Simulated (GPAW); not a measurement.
Crystal: GaP.

```xyz
2
Lattice="0.0000 2.7252 2.7252 2.7252 0.0000 2.7252 2.7252 2.7252 0.0000" Properties=species:S:1:pos:R:3 pbc="T T T"
Ga    0.0000    0.0000    0.0000
P     4.0879    4.0879    4.0879
```

Program: GPAW 26.7.0. Alike in all runs: cell as given; cutoff (eV) 600.

Order these runs on this cell by their pressure, lowest first.
A. level revPBE; potentials or basis the program's PAW data sets (release 1.2.1) made for this functional, pw; spin off; k mesh 8 × 8 × 8; smearing fermi-dirac 0.05 eV; band path GXWKGLUWLK,UX; band points 100
B. level BLYP; potentials or basis PAW data sets generated in the run's folder for this functional, pw; spin off; k mesh 8 × 8 × 8; smearing fermi-dirac 0.05 eV; band path GXWKGLUWLK,UX; band points 100; eigensolver davidson
C. level PBE; potentials or basis GPAW PAW data sets (gpaw-data 1.2.1), pw; spin off; k mesh 8 × 8 × 8; smearing gaussian 0.019 eV
D. level PBEsol; potentials or basis PAW data sets generated in the run's folder for this functional, pw; spin SOC, no magnetisation; k mesh 6 × 6 × 6; smearing fermi-dirac 0.05 eV; band path GXWKGLUWLK,UX; band points 60; spin axis theta (degrees) 0; spin axis phi (degrees) 0

D (1.6 GPa), C (4.5 GPa), A (6.1 GPa), B (8.1 GPa).

Caveats: spin-orbit coupling was added after a scalar SCF, so levels and gaps hold it while energy, forces, pressure and moments don't (some runs); this program's spin-orbit splittings come out too wide for heavy elements (some runs).
